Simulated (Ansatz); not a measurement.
Runs of Ansatz 0.2.0 on AgBr. It takes space group Fm-3m (No. 225, cubic). Conventional cell: a = 5.740 Å, b = 5.740 Å, c = 5.740 Å, α = 90.00°, β = 90.00°, γ = 90.00°. Ag (site symmetry m-3m) has 6 Br at 2.87 Å as nearest neighbours. Br (site symmetry m-3m) has 6 Ag at 2.87 Å as nearest neighbours. 

```csv
task,level,spin,k mesh,smearing,points for each segment of the path,atoms under strain,gap on the mesh (eV),pressure (GPa)
single point,PBE,off,8 × 8 × 8,gaussian 0.011 eV,-,-,(a),2.3
band structure,PBEsol,off,8 × 8 × 8,fermi-dirac 0.05 eV,14,-,0.50,-1.7
band structure,PBEsol,"SOC, no magnetisation",6 × 6 × 6,fermi-dirac 0.05 eV,14,-,(b),-1.6
elastic constants,PBEsol,off,6 × 6 × 6,fixed,-,relaxed,0.50,-1.6
band structure,LDA,off,8 × 8 × 8,fermi-dirac 0.05 eV,14,-,0.38,-4.2
```

Alike in all rows: potentials or basis Ansatz PAW; cell as given; cutoff (eV) 420.

Task: Fill in the values left out.

Result: (a) 0.67; (b) 0.42.

Caveats: the PAW data sets come from PBE, with cores solved anew for the run's functional, which leaves a small shift of forces and pressure (some runs).

A k mesh can miss the band edges, and rows without SOC leave out spin-orbit coupling on Ag, Br.
